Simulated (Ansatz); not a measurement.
# A series in volume per atom on Sc

Results calculated with Ansatz 0.2.0 development build, not measured. Equation of state of a cubic crystal from periodic Kohn-Sham density functional theory without spin; pressure corrected for the finite basis.

Cell of the first row (space group Fm-3m, No. 225):
```
Sc
1.0
      0.0000     2.2477     2.2477
      2.2477     0.0000     2.2477
      2.2477     2.2477     0.0000
Sc
1
Direct
  0.00000 0.00000 0.00000
```

Settings of every row: formula Sc; structure type fcc; functional r2SCAN; spin treatment none; k mesh 13x13x13; occupation method fermi-dirac; occupation width 0.1 eV; wave cutoff 610 eV; datasets hand-made PAW; density cutoff ratio 4; xc grid level 2.

Limits: a cubic model structure, not a phase known at ambient conditions; the SCF threshold is loose for a stress in some rows.

```
row  volume per atom (Å³)  pressure (GPa)  energy above lowest point (meV/atom)
  1                22.711           6.217                                  44.4
  2                23.451           4.098                                 20.65
  3                24.192               ?                                     ?
  4                24.933           0.501                                     0
  5                25.673          -1.022                                  1.27
```

Question: what pressure and energy above lowest point should row 3 give?

Worked fit of pressure. Take u = (V_r/V)^(2/3) − 1 with V_r = 24.192 Å³ an atom, which is twice the finite (Eulerian) strain; such expansions in the strain, on which the Birch-Murnaghan equation of state is built, carry the rest volume and the bulk modulus. The shown rows have u = 0.04301, 0.02096, -0.01991, -0.03884. Least squares give pressure = 2.2 + 87.904 × u + 127.58 × u² GPa; a straight line predicts inner rows, each left out in turn, worse (root mean square 0.12 against 0.0014 GPa). The rows lie off it by 0.000, -0.001, 0.001, 0.000. The pressure vanishes at u = -0.0260, or V = 25.17 Å³ an atom, and there the bulk modulus at fixed shape and fractions is B = −V dP/dV = (2/3)(1 + u) dP/du = 52.8 GPa. The withheld row has u = 0, so the fit gives 2.2 + 87.904 × (0) + 127.58 × (0)² = 2.200 GPa.

The calculation gave 2.201 GPa. The fit lies 0.001 GPa (0.014 % of the column's range) below it, one unit of the last digit.

Worked fit of energy above lowest point. Take u = (V_r/V)^(2/3) − 1 with V_r = 24.192 Å³ an atom, which is twice the finite (Eulerian) strain; such expansions in the strain, on which the Birch-Murnaghan equation of state is built, carry the rest volume and the bulk modulus. The shown rows have u = 0.04301, 0.02096, -0.01991, -0.03884. Least squares give energy above lowest point = 6.187 + 489.62 × u + 9302.8 × u² meV/atom; a straight line predicts inner rows, each left out in turn, worse (root mean square 9 against 0.3 meV/atom). The rows lie off it by -0.05, 0.11, -0.13, 0.07 (root mean square 0.095 meV/atom). Its lowest point lies at u = -0.0263, or V = 25.18 Å³ an atom, and the curvature there gives the bulk modulus at fixed shape and fractions, B = (4/9)(1 + u)² E″(u)/V = 49.9 GPa. The withheld row has u = 0, so the fit gives 6.187 + 489.62 × (0) + 9302.8 × (0)² = 6.19 meV/atom.

The calculation gave 6.17 meV/atom. The fit lies 0.02 meV/atom (0.045 % of the column's range) above it; its largest miss of a shown row is 0.13 meV/atom.
